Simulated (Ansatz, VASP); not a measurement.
# Hf: VASP beside Ansatz

The input INCAR:

```
SYSTEM = Hf
ALGO = Fast ; EDIFF = 1E-7
ENCUT = 520 ; GGA = PE
ISIF = 2 ; ISMEAR = 0
LASPH = .TRUE. ; LCHARG = .FALSE.
LREAL = .FALSE. ; LWAVE = .FALSE.
NBANDS = 17 ; NELM = 60
PREC = Accurate ; SIGMA = 0.1
```

The input KPOINTS:

```
k-points
0
G
  15 15 8
  0 0 0
```

The input POSCAR:

```
Hf
1.0
    3.1966985242      0.0000000000      0.0000000000
   -1.5983492621      2.7684221302      0.0000000000
    0.0000000000      0.0000000000      5.0578000000
Hf
2
Direct
    0.3333333333      0.6666666667      0.2500000000
    0.7343947772      0.4687895543      0.7500000000
```

Input for Ansatz:

```yaml
crystal:
  lattice:
    - [3.1966985242, 0.0, 0.0]
    - [-1.5983492621, 2.7684221302, 0.0]
    - [0.0, 0.0, 5.0578]
  atoms:
    - { symbol: Hf, position: [0.3333333333, 0.6666666667, 0.25] }
    - { symbol: Hf, position: [0.7343947772, 0.4687895543, 0.75] }
basis:
  ecutwfc: 420
kpoints:
  mp_grid: { grid: [15, 15, 8] }
hamiltonian:
  xc: pbe
scf:
  occupations: { method: gaussian, width: 0.1 }
output:
  forces: true
  stress: true
  eigenvalues: true
```

Change from the starting cell: one atom moved.

Alike in both runs: task single point; functional PBE; k mesh 15 × 15 × 8; occupations gaussian, width 0.1 eV; no spin polarisation.

|  | VASP | Ansatz |
| --- | --- | --- |
| version | VASP 6.6.1 | Ansatz 0.2.0 |
| potentials or method | VASP PAW PBE potentials, release 64 (Hf_pv) | scalar-relativistic, plane waves, PAW |
| plane-wave cutoff (eV) | 520 | 420 |
| valence electrons in the cell | 20 | 52 |

Ansatz gave:

```
gap on the k mesh at the Fermi level (eV)       : none
pressure (GPa)                                  : 0.5
largest component of the traceless stress (GPa) : 3.43
rms of the force components (eV/Å)              : 0.316
```

**Question.** Estimate VASP's values.

**Answer.** gap on the k mesh at the Fermi level (eV): none; pressure (GPa): 0.1; largest component of the traceless stress (GPa): 3.34; rms of the force components (eV/Å): 0.317.

Atom by atom the forces differ by 0.002 eV/Å (rms over components). A gap of «none» marks a metal or a gap that the smearing closes. With one functional, cell and mesh, what is left measures potentials, basis and numerics. The two sets of potentials don't hold the same shells in valence.

The runs have no spin-orbit coupling, so splittings on Hf are missing.
